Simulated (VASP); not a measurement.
Method: r2SCAN meta-GGA, VASP's PBE PAW potentials (set 64) (plane waves; VASP).

The input files of a VASP run:

### POSCAR
```
ZrO2
10.445110
  0.3448924351   0.0000000000   0.0000000000
  0.0000000000   0.3448924351   0.0000000000
  0.0000000000   0.0000000000   0.5000000140
Zr O
2 4
Cartesian
  0.0000000000   0.0000000000   0.0000000000
  0.1724462176   0.1724462176   0.2500000070
  0.0000000000   0.1724462176   0.1510034907
  0.0000000000   0.1724462176   0.4010034977
  0.1724462176   0.0000000000   0.0989965163
  0.1724462176   0.0000000000   0.3489965233
```

**KPOINTS**
```
Automatic mesh
0
Gamma
8 8 6
0 0 0
```

**INCAR**
```
# general
SYSTEM =ZrO2
PREC   =Accurate
ENCUT  =520
LREAL  =.FALSE.
LASPH  =.TRUE.
NBANDS =84

# electronic loop
EDIFF  =1E-7
NELM   =100
ALGO   =Normal
LMAXMIX=4
LMIXTAU=.TRUE.

# smearing
ISMEAR =0
SIGMA  =0.01

# functional
METAGGA=R2SCAN

# output
LWAVE  =.FALSE.
LCHARG =.FALSE.
NEDOS  =1001

# other
LOPTICS=.TRUE.
LPEAD  =.TRUE.
CSHIFT =0.1
```

POTCAR, in this order: Zr_sv O (PBE.64 set). Program: vasp_std.

The run wrote:

### OSZICAR
```
       N       E                     dE             d eps       ncg     rms          rms(c)
DAV:   1     0.391129604377E+03    0.39113E+03   -0.21750E+04 10080   0.598E+02
DAV:   2    -0.965006163300E+02   -0.48763E+03   -0.45194E+03 11440   0.225E+02
DAV:   3    -0.122980702427E+03   -0.26480E+02   -0.25458E+02 15676   0.458E+01
DAV:   4    -0.123527200427E+03   -0.54650E+00   -0.54450E+00 11776   0.551E+00
DAV:   5    -0.123534383959E+03   -0.71835E-02   -0.71831E-02 11740   0.605E-01    0.385E+01
DAV:   6    -0.964808846906E+02    0.27053E+02   -0.57726E+00 12940   0.166E+01    0.126E+01
DAV:   7    -0.906452337141E+02    0.58357E+01   -0.23964E+00 11612   0.562E+00    0.535E+00
DAV:   8    -0.978921458709E+02   -0.72469E+01   -0.71886E-01 10892   0.360E+00    0.243E+00
DAV:   9    -0.917390754523E+02    0.61531E+01   -0.43043E-01 10424   0.303E+00    0.117E+00
DAV:  10    -0.916388359432E+02    0.10024E+00   -0.88152E-02 10396   0.116E+00    0.781E-01
DAV:  11    -0.916173206306E+02    0.21515E-01   -0.37864E-03 12272   0.172E-01    0.671E-01
DAV:  12    -0.917481004696E+02   -0.13078E+00   -0.16130E-02 10292   0.540E-01    0.318E-01
DAV:  13    -0.918698026333E+02   -0.12170E+00   -0.42289E-02 10532   0.861E-01    0.121E-01
DAV:  14    -0.918703947546E+02   -0.59212E-03   -0.38797E-03 11708   0.153E-01    0.190E-01
DAV:  15    -0.918781729148E+02   -0.77782E-02   -0.28587E-03 10596   0.230E-01    0.185E-01
DAV:  16    -0.918841557487E+02   -0.59828E-02   -0.11259E-03 10580   0.126E-01    0.111E-01
DAV:  17    -0.918843044815E+02   -0.14873E-03   -0.66692E-05 11956   0.332E-02    0.649E-02
DAV:  18    -0.918843033717E+02    0.11098E-05   -0.31765E-05 10924   0.225E-02    0.168E-02
DAV:  19    -0.918843817873E+02   -0.78416E-04   -0.16556E-05 10968   0.184E-02    0.886E-03
DAV:  20    -0.918843844171E+02   -0.26298E-05   -0.58757E-06 11652   0.580E-03    0.106E-02
DAV:  21    -0.918843849580E+02   -0.54091E-06   -0.21509E-07 11044   0.170E-03    0.770E-03
DAV:  22    -0.918843849144E+02    0.43571E-07   -0.70235E-07 10920   0.327E-03
   1 F= -.91884385E+02 E0= -.91884385E+02  d E =-.253164E-64
 imaginary and real dielectric function
```

**OUTCAR**
```
------------------------ aborting loop because EDIFF is reached ----------------------------------------
  FORCE on cell =-STRESS in cart. coord.  units (eV):
  Direction    XX          YY          ZZ          XY          YZ          ZX
  --------------------------------------------------------------------------------------
  Total        0.0666120      0.0666120      0.0751783      0.0000000      0.0000000      0.0000000
  in kB        1.5746593      1.5746593      1.7771618      0.0000000      0.0000000      0.0000000
  external PRESSURE =       1.6421601 kB  Pullay stress =       0.0000000 kB
  volume of cell :       67.78
      direct lattice vectors                 reciprocal lattice vectors
     3.602439423  0.000000000  0.000000000     0.277589678  0.000000000  0.000000000
     0.000000000  3.602439423  0.000000000     0.000000000  0.277589678  0.000000000
     0.000000000  0.000000000  5.222555146     0.000000000  0.000000000  0.191477155
 POSITION                                       TOTAL-FORCE (eV/Angst)
 -----------------------------------------------------------------------------------
      0.00000      0.00000      0.00000        -0.000000      0.000000      0.000000
      1.80122      1.80122      2.61128        -0.000000      0.000000      0.000000
      0.00000      1.80122      1.57725        -0.000000      0.000000      0.002706
      0.00000      1.80122      4.18853         0.000000      0.000000      0.002706
      1.80122      0.00000      1.03403        -0.000000      0.000000     -0.002706
      1.80122      0.00000      3.64531        -0.000000      0.000000     -0.002706
 -----------------------------------------------------------------------------------
    total drift:                                0.000000      0.000000      0.000000
  FREE ENERGIE OF THE ION-ELECTRON SYSTEM (eV)
  ---------------------------------------------------
  free  energy   TOTEN  =       -91.8843849144 eV

  energy  without entropy=      -91.8843849144  energy(sigma->0) =      -91.88438491

 plasma frequency squared (from intraband transitions) (eV^2)
  --------------------------------------------------------------------------------------
       0.000       0.000       0.000
       0.000       0.000       0.000
       0.000       0.000       0.000

 plasma frequency squared (from interband transitions, int dw w eps(2)(w)) (eV^2)
  --------------------------------------------------------------------------------------
     780.313       0.000       0.000      -0.000       0.000       0.000
       0.000       0.000     780.313       0.000      -0.000      -0.000
       0.000      -0.000      -0.000       0.000     779.319       0.000
```
(Selected blocks of OUTCAR.)

The structure comes from a computed database's ZrO2 entry (P4_2/nmc); how it stands against other phases isn't given here. It was relaxed first.
